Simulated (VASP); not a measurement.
## SnSe (strained wurtzite): one PBE single-point calculation in two programs

```yaml
crystal:
  lattice:
    - [5.07478, 0.00000, 0.00000]
    - [-2.53739, 4.39489, 0.00000]
    - [0.00000, 0.00000, 5.92673]
  atoms:
    - { symbol: Sn, position: [0.33333, 0.66667, 0.94958] }
    - { symbol: Sn, position: [0.66667, 0.33333, 0.44958] }
    - { symbol: Se, position: [0.33333, 0.66667, 0.42542] }
    - { symbol: Se, position: [0.66667, 0.33333, 0.92542] }
```

Each program uses its own PAW datasets. VASP's cell holds 40 valence electrons and Ansatz's 60. Ansatz's stress includes a Pulay correction; VASP's doesn't.

Cutoffs: 520 eV in VASP, 420 eV in Ansatz. k meshes: 6×6×4 and 6×6×4.

|  | VASP | Ansatz |
| --- | --- | --- |
| gap between bands v and c | 0.54 eV | 0.54 eV |
| least direct gap | 0.54 eV | 0.54 eV |
| pressure | 2.1 GPa | 2.1 GPa |
| largest force | 0.08 eV/Å | 0.08 eV/Å |

Band v is the last that the valence electrons fill when counted band by band, and c is the next. Levels in eV from the top of v, Ansatz:

| point | v−1 | v | c | c+1 |
| --- | --- | --- | --- | --- |
| Γ | -2.58 | -2.58 | 0.75 | 0.75 |
| M | -2.68 | -0.98 | 1.83 | 2.72 |
| K | -0.94 | -0.94 | 1.79 | 1.79 |
| A | -1.61 | -1.61 | 1.19 | 1.19 |
| L | -0.86 | -0.86 | 0.80 | 0.80 |
| H | 0.00 | 0.00 | 0.54 | 0.54 |

VASP:

```csv
point,v−1,v,c,c+1
Γ,-2.58,-2.58,0.75,0.75
M,-2.68,-0.98,1.83,2.73
K,-0.94,-0.94,1.79,1.79
A,-1.61,-1.61,1.19,1.19
L,-0.86,-0.86,0.80,0.80
H,0.00,0.00,0.54,0.54
```

Forces (eV/Å), VASP:

```tsv
atom	Fx	Fy	Fz
Sn	0.000	0.000	-0.082
Sn	0.000	0.000	-0.082
Se	0.000	0.000	0.082
Se	0.000	0.000	0.082
```

Ansatz:

```
atom     Fx     Fy      Fz
  Sn  0.000  0.000  -0.075
  Sn  0.000  0.000  -0.075
  Se  0.000  0.000   0.075
  Se  0.000  0.000   0.075
```
